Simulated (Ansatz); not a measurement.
Isolated molecules relaxed with PBE0-D4/def2-TZVP in Ansatz; ΔE leaves out vibrations. CBS: MP2 limit from def2 TZ/QZ plus the TZ coupled-cluster correction, frozen cores. This one scheme is used for every species. DFT in def2-TZVPP. Each species was taken in one conformer, which may not be the lowest.

`COC(C)(C)C` + `CC(C)(C)O` → `CC(C)(C)OC(C)(C)C` + CH₃OH  (substitution at a C–O bond)

| level | ΔE (kcal/mol) |
| --- | --- |
| LDA (SPW92) | 7.8 |
| B97M-V | 7.5 |
| CAM-B3LYP-D4 | 7.4 |
| HF/def2-TZVPP | 10.6 |
| MP2/def2-TZVPP | 6.6 |
| HF/def2-QZVPP | 10.6 |
| MP2/def2-QZVPP | 6.7 |
| MP2/CBS(def2) | 6.8 |

(1) What does CCSD(T)/CBS give? (Best estimate.)

Largest T1 diagnostic among the species: 0.010.

Results:

(1) Computed: +7.0 kcal/mol. The listed levels differ from it by 0.8, 0.5, 0.4, 3.6, -0.4, 3.6, -0.3, -0.2 kcal/mol.

Leaving LDA and LC-ωPBE aside and taking each functional with its dispersion term where it has one, the values, not all of them listed here, spread over 1.9 kcal/mol, from BLYP-D4 to B2PLYP. LDA lies −1.6 kcal/mol from PBE without D4. In def2-TZVPP, CCSD(T) changes the Hartree–Fock value by −3.8 kcal/mol (the triples alone add −0.6 kcal/mol) and MP2 by −4.0 kcal/mol.

CCSD(T)/CBS has its own doubt, a few kJ/mol and more with outer-core shells, so smaller differences from it don't rank the levels.
